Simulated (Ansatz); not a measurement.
**(110) slab of rocksalt NaI, 24.9 Å thick as cut, bare faces**

Ansatz, PAW, plane waves, no spin–orbit coupling unless named; atoms relaxed with PBEsol, the curve by HSE06. The curve holds the local part of the PAW potentials, so its shape inside matter depends on the files.

```yaml
crystal:
  lattice:
    - [3.20000, -3.20000, 0.00000]
    - [0.00000, 0.00000, 6.40000]
    - [-26.79239, -26.79239, 0.00000]
  atoms:
    - { symbol: I, position: [0.50004, 0.00099, 0.83054] }
    - { symbol: I, position: [0.49899, 0.00124, 0.59026] }
    - { symbol: I, position: [0.49888, 0.00058, 0.35118] }
    - { symbol: I, position: [0.49910, 0.00105, 0.71062] }
    - { symbol: I, position: [0.49900, 0.00125, 0.47049] }
    - { symbol: I, position: [0.49939, 0.00044, 0.23215] }
    - { symbol: I, position: [0.99910, 0.50135, 0.64884] }
    - { symbol: I, position: [0.99907, 0.50090, 0.40972] }
    - { symbol: I, position: [0.99923, 0.50030, 0.16943] }
    - { symbol: I, position: [0.99952, 0.50113, 0.76790] }
    - { symbol: I, position: [0.99908, 0.50123, 0.52949] }
    - { symbol: I, position: [0.99909, 0.50060, 0.28947] }
    - { symbol: Na, position: [0.99909, 0.00130, 0.65076] }
    - { symbol: Na, position: [0.99904, 0.00100, 0.41096] }
    - { symbol: Na, position: [0.99946, 0.99994, 0.17783] }
    - { symbol: Na, position: [0.00009, 0.00103, 0.77321] }
    - { symbol: Na, position: [0.99897, 0.00124, 0.53045] }
    - { symbol: Na, position: [0.99900, 0.00051, 0.29272] }
    - { symbol: Na, position: [0.49939, 0.50018, 0.82216] }
    - { symbol: Na, position: [0.49911, 0.50136, 0.58901] }
    - { symbol: Na, position: [0.49879, 0.50046, 0.34926] }
    - { symbol: Na, position: [0.49923, 0.50106, 0.70724] }
    - { symbol: Na, position: [0.49920, 0.50128, 0.46956] }
    - { symbol: Na, position: [0.49902, 0.50047, 0.22684] }
```

Planar mean of the electrostatic potential energy along the normal, from the vacuum level:

```tsv
z (Å)	v (eV)
0.00	0.00
0.30	0.00
0.74	0.00
1.04	0.00
1.33	0.00
1.63	0.00
2.07	0.00
2.37	0.00
2.66	0.00
2.96	0.00
3.40	-0.01
3.70	-0.02
4.00	-0.03
4.44	-0.12
4.74	-0.27
5.03	-0.61
5.33	-1.40
5.77	-3.67
6.07	-4.54
6.36	-5.57
6.81	-7.00
7.10	-5.61
7.40	-3.46
7.70	-2.96
8.14	-5.31
8.44	-6.83
8.73	-6.60
9.03	-5.42
9.47	-3.98
9.77	-2.92
10.06	-3.15
10.51	-4.88
10.80	-6.05
11.10	-6.80
11.40	-6.20
11.84	-3.58
12.14	-2.68
12.43	-3.52
12.88	-5.99
13.17	-6.81
13.47	-6.33
13.76	-5.13
14.21	-3.23
14.50	-2.88
14.80	-4.03
15.10	-5.36
15.54	-6.75
15.84	-6.33
16.13	-4.87
16.58	-2.80
16.87	-3.10
17.17	-4.56
17.46	-6.09
17.91	-6.65
18.21	-5.66
18.50	-4.29
18.95	-2.76
19.24	-3.61
19.54	-4.97
19.83	-6.25
20.28	-6.60
20.57	-5.37
20.87	-3.78
21.17	-2.71
21.61	-4.06
21.91	-5.68
22.20	-6.71
22.65	-6.00
22.94	-4.69
23.24	-3.37
23.53	-2.82
23.98	-4.50
24.27	-5.76
24.57	-6.71
24.87	-6.58
25.31	-4.32
25.61	-2.91
25.90	-2.92
26.35	-5.38
26.64	-6.71
26.94	-6.54
27.23	-5.44
27.68	-3.75
27.97	-2.80
28.27	-3.40
28.71	-4.88
29.01	-6.02
29.31	-6.92
29.60	-6.25
30.05	-3.44
30.34	-2.95
30.64	-4.44
30.93	-6.56
31.38	-6.29
31.67	-4.95
31.97	-4.17
32.41	-2.11
32.71	-0.91
33.01	-0.40
33.30	-0.17
33.75	-0.05
34.04	-0.02
34.34	-0.01
34.78	0.00
35.08	0.00
35.37	0.00
35.67	0.00
36.11	0.00
36.41	0.00
36.71	0.00
37.00	0.00
37.45	0.00
37.74	0.00
```

(1) How far below the vacuum level do the top filled and the lowest empty level lie, by each functional?

## Answers

(1) PBEsol: 5.62 and 2.39 eV (gap 3.24 eV, a 6×4×1 mesh); HSE06: 6.26 and 1.97 eV (gap 4.28 eV, a 4×3×1 mesh); r²SCAN: 5.87 and 1.83 eV (gap 4.04 eV, a 4×3×1 mesh). Either level can be a surface state and not a band edge of the crystal.
